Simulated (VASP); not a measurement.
## From VASP inputs to Ansatz: SnTe (rocksalt)

INCAR

```
SIGMA = 0.02
NSW = 0
NBANDS = 17
LWAVE = .FALSE.
EDIFF = 1E-7
ISMEAR = -1
ENCUT = 520
METAGGA = R2SCAN
LCHARG = .FALSE.
ISIF = 2
IBRION = -1
PREC = Accurate
ALGO = Normal
LREAL = .FALSE.
LASPH = .TRUE.
NELM = 120
```

KPOINTS

```
KPOINTS created by Atomic Simulation Environment
0
Gamma
8 8 8
0 0 0
```

KPOINTS_OPT

```
special points
6
Reciprocal
0.0000000000 0.0000000000 0.0000000000 1
0.5000000000 0.0000000000 0.5000000000 1
0.5000000000 0.2500000000 0.7500000000 1
0.3750000000 0.3750000000 0.7500000000 1
0.5000000000 0.5000000000 0.5000000000 1
0.6250000000 0.2500000000 0.6250000000 1
```

POSCAR

```
Sn Te
 1.0000000000000000
     0.0000000000000000    3.1893303423607891    3.1893303423607891
     3.1893303423607891    0.0000000000000000    3.1893303423607891
     3.1893303423607891    3.1893303423607891   -0.0000000000000000
 Sn  Te
   1   1
Cartesian
 -0.0000000000000000  0.0000000000000000 -0.0000000000000000
  3.1893303423607891  3.1893303423607891  3.1893303423607891
```

VASP ran with the recommended PBE PAW datasets (20 valence electrons in the cell).

Task: Translate these files to an Ansatz input.

Result: 

```yaml
crystal:
  lattice:
    - [0.0, 3.1893303424, 3.1893303424]
    - [3.1893303424, 0.0, 3.1893303424]
    - [3.1893303424, 3.1893303424, 0.0]
  atoms:
    - { symbol: Sn, position: [0.0, 0.0, 0.0] }
    - { symbol: Te, position: [0.5, 0.5, 0.5] }
kpoints:
  mp_grid: { grid: [8, 8, 8] }
  band_path:
    path:
      - [0.0, 0.0, 0.0]
      - [0.5, 0.0, 0.5]
      - [0.5, 0.25, 0.75]
      - [0.375, 0.375, 0.75]
      - [0.5, 0.5, 0.5]
      - [0.625, 0.25, 0.625]
    npoints: 1
hamiltonian:
  xc: r2scan
scf:
  occupations: { method: fermi_dirac, width: 0.02 }
  n_extra_bands: 4
output:
  forces: true
  stress: true
  eigenvalues: true
```

Other inputs would serve too.

```
                               VASP    Ansatz
gap between bands v and c   0.14 eV   0.15 eV
         least direct gap   0.14 eV   0.15 eV
                 pressure  -0.1 GPa  -0.1 GPa
```

The two codes use different PAW datasets and cutoffs. VASP's cell holds 20 valence electrons and Ansatz's 30. Ansatz's stress includes a Pulay correction; VASP's doesn't.
